## Question

Lead monoxide in its layered tetragonal form has flat sheets of oxygen, with lead atoms alternately above and below each sheet. The table lists its energy levels at seven points of the Brillouin zone, from a semilocal density functional without spin-orbit coupling. Energies count from the highest filled level found.

VASP 6.6.1, RPBE without spin polarisation or spin–orbit coupling, for tetragonal PbO (P4/nmm, 4-atom cell) at fixed geometry. PAW PBE potentials (Pb_d, O), 520 eV cutoff, 7×7×6 k mesh, Fermi–Dirac smearing of 0.1 eV. Levels are numbered outwards from the gap, with energies relative to the highest filled level on the mesh.

```csv
point a (reciprocal cell vector),point b (reciprocal cell vector),point c (reciprocal cell vector),level under 4 (eV),level under 3 (eV),level under 2 (eV),level under 1 (eV),level over 1 (eV),level over 2 (eV)
0.0000,0.0000,0.0000,-1.653,-1.565,-1.565,0.000,2.462,5.583
0.2857,0.0000,0.0000,-2.499,-2.079,-1.949,-0.375,3.452,3.717
0.4286,0.0000,0.0000,-2.837,-2.610,-1.944,-1.218,3.331,3.591
0.1429,0.1429,0.0000,-2.320,-2.115,-1.347,-0.069,3.358,4.320
0.4286,0.4286,0.0000,-1.924,-1.522,-1.242,-0.982,1.469,1.563
0.0000,0.0000,0.5000,-1.693,-1.594,-1.594,-0.938,2.132,3.992
0.4286,0.0000,0.5000,-3.122,-2.596,-1.015,-0.955,2.791,3.442
```

The entries "point a" and "point b" give the wave vector within the layers and "point c" gives it across them. The point (0, 0, 0) is Γ, and (0, 0, 0.5) is Z. The points with 0.4286 lie one short step inside the zone boundary and are called near X, near M and near R below.

(a) Is the gap direct or indirect, and what sets the place of each edge?

(b) Why does the highest filled level respond to a change of the wave vector across the layers, while the two levels just below it hardly do?

(c) Why do filled and empty levels move towards each other on going from near X to near R?

## Model answer

**The edges.** The gap is indirect. The highest filled level lies at Γ and the lowest empty one near M, 1.47 eV above it. A direct transition costs about 2.45 eV at either of these two points, because both edges drop by about 1 eV between them. At a mesh point not listed here the direct gap is very slightly smaller still. Light with an energy between the indirect and the direct gap would therefore be absorbed only weakly, with the help of a lattice vibration.

**What kind of state lies at the top.** Symmetry helps here, since every atom sits on a fourfold axis (for oxygen, one that combines rotation with inversion). At Γ and Z the $p_x$ and $p_y$ orbitals, which lie in the plane of the layers, must therefore give levels in degenerate pairs. The top level at Γ is single, so of the $s$ and $p$ orbitals only $s$ and $p_z$ can take part in it. Chemistry suggests the lead 6s lone pair, mixed with oxygen $p_z$.

**Why it lies highest at Γ.** Each lead atom has four lead neighbours in the other sheet of its own layer, at 3.71 Å, and four in the facing sheet of the next layer, at 3.84 Å. The gap between layers is thus hardly wider for lead than the layer itself. If the lone pairs change sign from one sheet to the next, both kinds of contact are antibonding and the level is pushed up. The same sign pattern lets each lead 6s orbital overlap in an antibonding way with the $p_z$ orbitals of all four oxygen neighbours at 2.329 Å. This is expected to add to the push, and the levels alone can't say how it divides between the two sources.

**Across the layers.** Going from Γ to Z reverses the sign of the wave from each layer to the next. The contacts between layers then turn from antibonding to bonding, and the top level falls by 0.94 eV. The degenerate pair below it moves by only 0.03 eV. Its orbitals lie parallel to the layers and, if they belong mainly to oxygen, are shielded by the lead sheets on both sides. The fourth filled level falls by only 0.04 eV; the table ends there and does not show whether it is single. It may be the combination of oxygen $p_z$ orbitals with opposite signs on the two oxygen atoms of the cell, which symmetry keeps from mixing with lead $s$ and $p_z$ at both points. This answers (b): the response depends on which orbital reaches into the space between the layers. The empty levels respond as well: from Γ to Z the lowest falls by 0.33 eV and the second by 1.59 eV. If the second empty level at Z is made of in-plane lead $p$ orbitals, as expected, then lying parallel to the layers is no shield in itself; what protects the filled pair is the place of oxygen in the middle of the layer.

**Within the layers.** The four neighbours in the other sheet are displaced by half a cell edge along both in-plane axes, and so are the four in the facing sheet of the next layer. With $a$ and $b$ for the entries "point a" and "point b", the wave factors of each set of four add up, with "point c" equal to zero, to four times

$$f=\cos(\pi a)\cos(\pi b).$$

At Γ, $f=1$ and all four neighbours act together. At M two of them carry one sign and two the other, so $f=0$ and the lead–lead push vanishes. The overlap with oxygen $p_z$ cancels there too, and lead 6s couples to the in-plane oxygen $p$ orbitals instead. The lone-pair level is thus expected to sink on the way, and it need not stay on top. At M symmetry leaves one pair of in-plane oxygen $p$ levels unmixed with lead $s$ and $p$. This pair, antibonding between oxygen neighbours, is expected to be the highest filled one near M, with the lone-pair levels as the third and fourth below it.

**Why the empty level is lowest near M.** The same sign pattern that cancels for lone pairs suits the empty lead $p_x$ and $p_y$ orbitals. Take a lead $p$ orbital that points along one diagonal of the square cell. Head-on overlap of $p$ orbitals is bonding when neighbours have opposite signs, and sideways overlap is bonding when they have equal signs. M allows both at once, opposite signs along one diagonal and equal signs along the other. The antibonding overlap with oxygen $p_x$ and $p_y$ also cancels there.

**What this assignment implies.** The lowest empty level at Γ is single, so it can't be the lead $p_x,p_y$ pair. That pair can lie no lower than the second empty level, at 5.58 eV. Near M the two lowest empty levels lie at about 1.5 eV. If they are the in-plane lead orbitals, as the bonding argument says, these orbitals come down by at least 4 eV. The conduction edge thus changes its orbital character between Γ and M, and the similar drops of the two band edges have separate causes.

**From near X to near R.** At X the signs reverse along one in-plane axis only. A lone pair can then mix with the empty $p_x$ orbitals of all four neighbours in a sheet, which point along that axis. Such mixing drives filled levels down and empty ones up. The neighbours within the layer and those across the gap add to the effect at X, but oppose each other at R, where the wave changes sign from layer to layer. This holds for the $s$ part of the lone pair. For its $p_z$ part the two sets of neighbours lie on opposite sides and the order is reversed, so for the filled levels the argument needs the $s$ part to carry the mixing.

The upper filled pair and the lowest empty pair move in the direction this argument gives. The third filled level stays put and the fourth falls by about 0.3 eV, so it does not cover all filled levels, and the oxygen make-up of the upper pair may change as well. From near X to near R the mean of the two upper filled levels rises by 0.60 eV, and the mean of the two lowest empty ones falls by 0.34 eV. The direction of both shifts is a result of the calculation; the mixing that explains it is argued from symmetry. This is a likely answer to (c), and it may also help to explain why the empty level near X lies well above the valley near M.

## Remarks on the reasoning

**How far the sign rule carries.** The factor $f$ can be turned into an estimate for the other points with "point c" equal to zero. Near M, $f=0.22^2\approx0.05$, so a fall of 0.98 eV corresponds to a loss of 95 % of the push. The full push would then be about 1.0 eV, but only if the top level near M were still the lone pair. If, as expected, the lone-pair levels there are the third and fourth, whose mean lies 1.72 eV down, the push is about 1.7 eV. Either way this point sets the scale and is no test.

At (0.1429, 0.1429, 0) the factor is $0.90^2\approx0.81$. The expected fall is $1.0\times(1-0.81)\approx0.2$ eV, or 0.3 eV on the larger scale, whereas the calculation gives 0.07 eV. The top of the valence band is flatter along the diagonal than the rule allows. A likely reason, which these levels alone can't confirm, is that away from Γ the oxygen levels below may mix with the top level and hold it up.

Along the axis towards X the computed falls are 0.38 eV at the first point and 1.2 eV near X. The smaller scale gives 0.4 and 0.8 eV, the larger one 0.6 and 1.3 eV. Neither fits both points, and mixing with oxygen levels and with empty lead $p_x$ is allowed at both, so an agreement at one of them proves little. The rule gives the direction and the rough size of the fall, and it should not be used for more.

**Why means are used near the boundary.** The crystal has screw axes in the plane of the layers. Together with time reversal they force levels to merge in pairs on the side faces of the zone when spin-orbit coupling is left out. Near X the two upper filled levels are still 0.73 eV apart, and near R only 0.06 eV. Both splittings must close in the last step to the boundary. A single level near X is therefore a poor guide to X itself, and the mean of a pair is safer.

**What the value of the gap is worth.** The flat diagonal leaves room for a slightly higher valence maximum between mesh points, and the valley may deepen towards M. At this level of theory the gap can thus be somewhat smaller than 1.47 eV, but not larger. Spin-orbit coupling would act mainly on the valley, because it splits lead 6p levels by an energy of the order of 1 eV in the free atom. Semilocal functionals, for their part, usually give gaps that are too small.

**How to use the argument elsewhere.** For another layered oxide with lone pairs, first find which orbitals face each other across the gap between layers. Then follow the signs of neighbouring atoms at each zone point. An antibonding contact that turns bonding lowers a level, and a contact that cancels leaves it where the remaining bonds put it. The differences and distances used here are in the output printed below.

Numerical output:

```
Levels point by point in eV:
     row  direct gap  filled top below Gamma  direct gap less indirect gap  upper filled split  empty split
     0.0       2.462                       0                         0.993               1.565        3.121
  0.2857       3.827                   0.375                         2.358               1.574        0.265
  0.4286       4.549                   1.218                          3.08               0.726         0.26
  0.1429       3.427                   0.069                         1.958               1.278        0.962
  0.4286       2.451                   0.982                         0.982                0.26        0.094
     0.0        3.07                   0.938                         1.601               0.656         1.86
  0.4286       3.746                   0.955                         2.277                0.06        0.651
Indirect gap from Gamma to near M in eV: 1.469
Fall of highest filled level from Gamma to near M in eV: 0.982
Fall of lowest empty level from Gamma to near M in eV: 0.993
Direct gap at Gamma less direct gap near M in eV: 0.011
Fall of top filled singlet from Gamma to Z in eV: 0.938
Fall of degenerate filled pair from Gamma to Z in eV: 0.029
Fall of fourth filled level from Gamma to Z in eV: 0.04
Fall of lowest empty level from Gamma to Z in eV: 0.33
Second empty level at Gamma less second empty level near M in eV: 4.02
Lowest empty level near X less that near M in eV: 1.862
Rise of mean of upper two filled levels from near X to near R in eV: 0.596
Fall of mean of lower two empty levels from near X to near R in eV: 0.3445
Pb-Pb distance between the two Pb sheets of one layer in angstrom: 3.706
Pb-Pb distance between neighbouring layers in angstrom: 3.841
```
